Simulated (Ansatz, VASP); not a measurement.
## Ru in VASP and in Ansatz

```
Ru
1.0
     2.67389    0.00000    0.00000
    -1.33694    2.31565    0.00000
     0.00000    0.00000    4.22642
Ru
2
Direct
  0.33333 0.66667 0.25000
  0.66667 0.33333 0.75000
```

Alike in both runs: functional LDA; k mesh 18 × 18 × 10; occupations gaussian, width 0.1 eV; no spin polarisation.

Ansatz relaxed the structure, and its values are those at the end. VASP's run is a single point on that final structure, the one shown.

|  | VASP | Ansatz |
| --- | --- | --- |
| version | VASP 6.6.1 | Ansatz 0.2.0 |
| potentials or method | VASP PAW LDA potentials, release 64 (Ru_pv) | scalar-relativistic, plane waves, PAW |
| plane-wave cutoff (eV) | 520 | 420 |
| valence electrons in the cell | 28 | 32 |

Ansatz gave:

| Item | Value |
| --- | --- |
| gap on the k mesh at the Fermi level (eV) | none |
| pressure (GPa) | 0.0 |

Which values does VASP return?

gap on the k mesh at the Fermi level (eV): none; pressure (GPa): 1.0.

A gap of «none» marks a metal or a gap that the smearing closes. The two sets of potentials don't hold the same shells in valence.
